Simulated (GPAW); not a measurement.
**CoO: single point with PBE**

The system is CoO.

```
Co O
1.0
    -1.50800    1.50800    2.10725
     1.50800   -1.50800    2.10725
     1.50800    1.50800   -2.10725
Co O
1 1
Direct
  0.99472 0.00494 0.01533
  0.51463 0.49959 0.00496
```

The cell isn't the ideal one: atoms moved at random, drawn with an rms of 0.05 Å.

```json
{"Program": "GPAW 26.7.0", "Task": "single point", "Functional": "PBE", "Potentials or basis": "GPAW PAW data sets (gpaw-data 1.2.1)", "Cutoff": "800 eV", "Basis": "pw", "k mesh": "12 × 12 × 12", "Occupations": "fermi-dirac, width 0.05 eV", "Spin": "collinear spin, ferromagnetic start", "Starting moments": "[2.0, 0.0] μB", "Maxiter": "150"}
```

| Property | Result |
| --- | --- |
| Pressure | 1.1 GPa |
| Largest force | 0.132 eV/Å |
| Band gap on the k mesh | none (metal or under the smearing width) |
| Net moment | 2.93 μB per cell |
| Site moments | Co +2.52; O +0.24 μB |

Forces in eV/Å, atoms in the order of the input:
```
Co  -0.060  0.030  0.114
O    0.060 -0.030 -0.114
```

Stress tensor (GPa, compression positive):
```
 0.76 -0.39  0.34
-0.39  1.00 -0.15
 0.34 -0.15  1.67
```

Levels at points of the mesh, in eV from the Fermi level:
Spin up:
| k point | band 5 | band 6 | band 7 | band 8 | band 9 | band 10 | band 11 | band 12 | band 13 |
| --- | --- | --- | --- | --- | --- | --- | --- | --- | --- |
| (0.00, 0.00, 0.00) | -3.22 | -3.10 | -2.85 | -2.84 | -2.80 | 0.88 | 16.75 | 17.97 | 18.00 |
| (0.00, 0.00, 0.50) | -3.81 | -2.87 | -2.41 | -2.10 | -2.03 | 5.72 | 9.69 | 11.59 | 15.68 |
| (0.00, 0.50, 0.00) | -2.39 | -2.37 | -1.82 | 0.04 | 0.09 | 4.97 | 9.25 | 13.22 | 13.53 |
| (0.00, 0.50, 0.50) | -2.40 | -2.36 | -1.82 | 0.02 | 0.11 | 4.97 | 9.25 | 13.23 | 13.52 |
| (0.50, 0.00, 0.00) | -2.40 | -2.35 | -1.82 | 0.03 | 0.14 | 4.96 | 9.25 | 13.22 | 13.50 |
| (0.50, 0.00, 0.50) | -2.38 | -2.34 | -1.83 | 0.06 | 0.15 | 4.94 | 9.24 | 13.20 | 13.48 |
| (0.50, 0.50, 0.00) | -3.88 | -2.90 | -2.41 | -2.10 | -2.03 | 5.71 | 9.72 | 11.61 | 15.66 |
| (0.50, 0.50, 0.50) | -3.83 | -2.87 | -2.41 | -2.12 | -2.10 | 5.72 | 9.87 | 11.49 | 15.60 |
Spin down:
```tsv
k point	band 2	band 3	band 4	band 5	band 6	band 7	band 8	band 9	band 10	band 11
(0.00, 0.00, 0.00)	-2.84	-2.78	-2.77	-1.13	-1.08	-1.02	0.08	0.13	1.43	16.64
(0.00, 0.00, 0.50)	-6.62	-4.09	-3.98	-2.19	0.12	0.17	0.55	1.02	6.59	10.17
(0.00, 0.50, 0.00)	-7.79	-4.78	-4.76	-0.13	-0.10	0.17	2.67	2.70	5.28	10.05
(0.00, 0.50, 0.50)	-7.79	-4.80	-4.75	-0.14	-0.09	0.17	2.64	2.73	5.28	10.05
(0.50, 0.00, 0.00)	-7.79	-4.82	-4.75	-0.15	-0.09	0.18	2.66	2.76	5.26	10.05
(0.50, 0.00, 0.50)	-7.78	-4.83	-4.78	-0.15	-0.10	0.20	2.71	2.78	5.23	10.05
(0.50, 0.50, 0.00)	-6.62	-4.05	-3.97	-2.24	0.12	0.17	0.54	1.02	6.58	10.20
(0.50, 0.50, 0.50)	-6.60	-4.06	-4.03	-2.25	0.15	0.16	0.60	0.99	6.58	10.34
```

Wall time 12 min on 1 thread of Intel(R) Xeon(R) Platinum 8259CL CPU @ 2.50GHz (Skylake/Cascade Lake), with other jobs on the host, peak memory 0.84 GiB.

Caveat: a cell with one magnetic atom can't hold antiferromagnetic order, which such compounds often take; semilocal functionals often make such compounds metallic where correlation or magnetic order opens a gap, which also shifts bond lengths.
